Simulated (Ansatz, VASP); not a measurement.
## Two plane-wave programs on Na

Contents of INCAR:

```
SYSTEM = Na
PREC = Accurate
ENCUT = 520
EDIFF = 1E-6
ISMEAR = 1
SIGMA = 0.3
LREAL = .False.
LASPH = .True.
NELM = 60
ALGO = Normal
ISIF = 2
LWAVE = .False.
LCHARG = .True.
GGA = PE
LELF = .True.
LVHAR = .True.
NBANDS = 10
```

The input KPOINTS:

```
regular mesh
0
Gamma
  11 11 11
  0 0 0
```

Contents of POSCAR:

```
Na
1.0
   -2.0985562613      2.0985562613      2.0985562613
    2.0985562613     -2.0985562613      2.0985562613
    2.0985562613      2.0985562613     -2.0985562613
Na
1
Direct
    0.0000000000      0.0000000000      0.0000000000
```

Input for Ansatz:

```yaml
crystal:
  lattice:
    - [-2.0985562613, 2.0985562613, 2.0985562613]
    - [2.0985562613, -2.0985562613, 2.0985562613]
    - [2.0985562613, 2.0985562613, -2.0985562613]
  atoms:
    - { symbol: Na, position: [0.0, 0.0, 0.0] }
hamiltonian:
  xc: pbe
  pseudopotentials:
    kind: paw
    azcp:
      Na: "pseudopotentials/Na.paw.azcp"
basis:
  ecutwfc: 420
  fft_grid_basis: typed
kpoints:
  mp_grid: { grid: [11, 11, 11], shift: [0, 0, 0] }
magnetization:
  spin_polarized: false
scf:
  occupations: { method: methfessel_paxton, width: 0.3 }
  lower_state_search: "off"
output:
  stress: true
  write_density: true
  write_potential: true
  elf: true
  volumetric_format: npy
```

Alike in both runs: task single point; functional PBE; k mesh 11 × 11 × 11; occupations methfessel-paxton of order 1, width 0.3 eV; no spin polarisation.

|  | VASP | Ansatz |
| --- | --- | --- |
| version | VASP 6.6.1 | Ansatz 0.2.0 |
| potentials or method | VASP PAW PBE potentials, release 64 (Na_pv) | plane waves (420 eV) with PAW, scalar-relativistic |
| plane-wave cutoff (eV) | 520 | 420 |
| valence electrons in the cell | 7 | 9 |

|  | VASP | Ansatz | Ansatz less VASP |
| --- | --- | --- | --- |
| pressure (GPa) | 0.0 | 0.0 | +0.02 |

The functional is the same, so the differences come from potentials, cutoffs and numerics. The two sets of potentials don't hold the same shells in valence.
